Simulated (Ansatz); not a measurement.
SiNi:

```
CELL_PARAMETERS angstrom
2.94277 0.00000 0.00000
0.00000 3.28033 0.00000
0.00000 0.00000 4.67745
ATOMIC_POSITIONS crystal
Ni 0.50000 0.50000 0.34250
Ni 0.00000 0.00000 0.65750
Si 0.50000 0.50000 0.84314
Si 0.00000 0.00000 0.15686
```

The cell is a database's computed one.

```yaml
Program: Ansatz 0.2.0
Task: relaxation of cell and atoms
Functional: PBE
Potentials_or_basis: all-electron LAPW, scalar-relativistic
Basis_error_allowed: 0.002 eV/atom
k_mesh: 7 × 6 × 5
Occupations: fermi-dirac, width 0.05 eV
Spin: collinear spin, ferromagnetic start
Starting_moments: "[1.0, 1.0, 0.0, 0.0] μB"
```

At the start: volume 11.29 Å³/atom.

Question: Where does the relaxation end?

Answer: Over 11 steps the energy falls by 14.8 meV/atom and the volume is 11.73 Å³/atom (+3.9 %); space group Pmmn (No. 59, to 0.05 Å); moment 0.00 μB per cell.

Step by step:
| step | energy change (eV) | largest force (eV/Å) | volume (Å³) |
| --- | --- | --- | --- |
| 1 | 0.0000 | 0.0576 | 45.15 |
| 2 | -0.0249 | 0.0510 | 46.03 |
| 3 | -0.0316 | 0.0159 | 46.72 |
| 4 | -0.0322 | 0.0053 | 46.81 |
| 5 | -0.0385 | 0.0067 | 46.99 |
| 6 | -0.0561 | 0.0179 | 47.14 |
| 7 | -0.0580 | 0.0167 | 46.89 |
| 8 | -0.0584 | 0.0127 | 46.90 |
| 9 | -0.0584 | 0.0061 | 46.91 |
| 10 | -0.0584 | 0.0018 | 46.91 |
| 11 | -0.0591 | 0.0018 | 46.91 |

Final structure:
```yaml
crystal:
  lattice:
    - [3.22155, 0.00000, 0.00000]
    - [0.00000, 3.08909, 0.00000]
    - [0.00000, 0.00000, 4.71365]
  atoms:
    - { symbol: Ni, position: [0.50000, 0.50000, 0.34191] }
    - { symbol: Ni, position: [0.00000, 0.00000, 0.65809] }
    - { symbol: Si, position: [0.50000, 0.50000, 0.84287] }
    - { symbol: Si, position: [0.00000, 0.00000, 0.15713] }
```

Caveat: the k mesh is thin for a metal, which can move the energy by tens of meV per atom; the starting moments weren't kept.
